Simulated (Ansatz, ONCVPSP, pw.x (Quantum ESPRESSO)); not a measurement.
**pw.x on fcc Cs: one setting changed**

Potential: optimised norm-conserving Vanderbilt (ONCV), ONCVPSP 4.0.1.1 (patched build), PBE; core [Kr] 4d10 5s2, reference 5p6 6s1; waves: 6s: rc 4.00 bohr, ncon 5, nbas 10, qcut 1.2 1/bohr, 2 projectors, debl 2.7 Ha; 5p: rc 2.45 bohr, ncon 4, nbas 7, qcut 6 1/bohr, 1 projector; d scattering state at 0.39 Ha: rc 4.25 bohr, ncon 4, nbas 7, qcut 2.1 1/bohr, 2 projectors, debl 0.3 Ha; local part: polynomial inside 1.95 bohr (lpopt 2, dvloc0 0 Ha); core correction: polynomial model core, fcfact 0.7. In the d channel the program set the typed energies aside and used 0.050, 0.350 Ha.

The reference run (k-mesh 8³, cutoffs 50/200 Ry, Fermi–Dirac 0.01 Ry, mixing_beta 0.4, conv_thr 1e-9, no spin) gives -0.01 GPa at 117.544 Å³/atom, where all-electron LAPW gives -0.00 GPa. This run, with its own iteration cap, changes degauss to 0.02.

```
&control
  calculation='scf', prefix='x', pseudo_dir='./', outdir='./tmp', tstress=.true., disk_io='none'
/
&system
  ibrav=0, nat=1, ntyp=1, ecutwfc=50, ecutrho=200, nbnd=11,
  occupations='smearing', smearing='fd', degauss=0.02
/
&electrons
  conv_thr=1e-09, mixing_beta=0.4, electron_maxstep=60
/
ATOMIC_SPECIES
Cs 1.0 Cs.UPF
CELL_PARAMETERS angstrom
  0.00000000 3.88797524 3.88797524
  3.88797524 0.00000000 3.88797524
  3.88797524 3.88797524 0.00000000
ATOMIC_POSITIONS crystal
Cs 0.0000 0.0000 0.0000
K_POINTS automatic
8 8 8 0 0 0
```

```bash
pw.x < Cs.scf.in > Cs.scf.out
```

Problem. How does the run end?

Solution. It converges in 8 iterations; the free energy moves by -108.0 meV/atom and the pressure by +0.02 GPa. In a metal, with Fermi–Dirac smearing, F lies below its zero-width value by a term in the square of the width.

```
Message from routine setup:
     using ibrav=0 with symmetry is DISCOURAGED, use correct ibrav instead
     lattice parameter (alat)  =      10.3905  a.u.
     unit-cell volume          =     793.2262 (a.u.)^3
     number of electrons       =         7.00
     number of Kohn-Sham states=           11
     kinetic-energy cutoff     =      50.0000  Ry
     charge density cutoff     =     200.0000  Ry
     scf convergence threshold =      1.0E-09
     Exchange-correlation= PBE
     number of k points=    29  Fermi-Dirac smearing, width (Ry)=  0.0200
     iteration #  1     ecut=    50.00 Ry     beta= 0.40
     total energy              =     -34.06434057 Ry
     estimated scf accuracy    <       0.00113150 Ry
     iteration #  2     ecut=    50.00 Ry     beta= 0.40
     total energy              =     -34.06437095 Ry
     estimated scf accuracy    <       0.00025981 Ry
     iteration #  3     ecut=    50.00 Ry     beta= 0.40
     total energy              =     -34.06441463 Ry
     estimated scf accuracy    <       0.00001944 Ry
     [... 2 iterations left out ...]
     iteration #  6     ecut=    50.00 Ry     beta= 0.40
     total energy              =     -34.06441624 Ry
     estimated scf accuracy    <       0.00000021 Ry
     iteration #  7     ecut=    50.00 Ry     beta= 0.40
     total energy              =     -34.06441627 Ry
     estimated scf accuracy    <          3.9E-09 Ry
     iteration #  8     ecut=    50.00 Ry     beta= 0.40
     the Fermi energy is     1.5810 ev
!    total energy              =     -34.06441627 Ry
     estimated scf accuracy    <          6.2E-12 Ry
     smearing contrib. (-TS)   =      -0.02089676 Ry
     The total energy is F=E-TS. E is the sum of the following terms:
     one-electron contribution =      -7.42609800 Ry
     hartree contribution      =       5.06998877 Ry
     xc contribution           =     -16.39872983 Ry
     ewald contribution        =     -15.28868045 Ry
     convergence has been achieved in   8 iterations
          total   stress  (Ry/bohr**3)                   (kbar)     P=        0.08
     Message from routine punch:
     Nothing written, as per user request (disk_io='none')
```

The run took about 42 s on one core of a shared host (Neoverse-N1, 64 threads, 124 GiB, load 63).
